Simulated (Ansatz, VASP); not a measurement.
MgO in VASP and in Ansatz

```xyz
2
Lattice="2.6233 0.0000 0.0000 0.0000 2.6233 0.0000 0.0000 0.0000 2.6233" Properties=species:S:1:pos:R:3 pbc="T T T"
Mg    0.0000    0.0000    0.0000
O     1.3117    1.3117    1.3117
```

Alike in both runs: task single point; functional HSE06; k mesh 4 × 4 × 4; no spin polarisation.

|  | VASP | Ansatz |
| --- | --- | --- |
| version | VASP 6.6.1 | Ansatz 0.2.0 |
| potentials or method | VASP PAW PBE potentials, release 64 (Mg, O) | plane waves |
| plane-wave cutoff (eV) | 520 | 420 |
| occupations | gaussian, width 0.01 eV | fixed |
| valence electrons in the cell | 8 | 16 |

Ansatz gave:

```
gap on the k mesh at the Fermi level (eV) : 4.20
pressure (GPa)                            : -0.7
```

Question: Estimate VASP's values.

Answer: gap on the k mesh at the Fermi level (eV): 4.15; pressure (GPa): -1.2.

The two sets of potentials don't hold the same shells in valence. Ansatz warned: «stress_exchange_threshold_loose».

Caveats: the k mesh is coarse (spacing up to 0.60 Å⁻¹), so the values aren't converged, least of all with exact exchange; the PAW data sets were made with another functional, which shifts forces and pressure a little (VASP). A k mesh can miss the band edges.
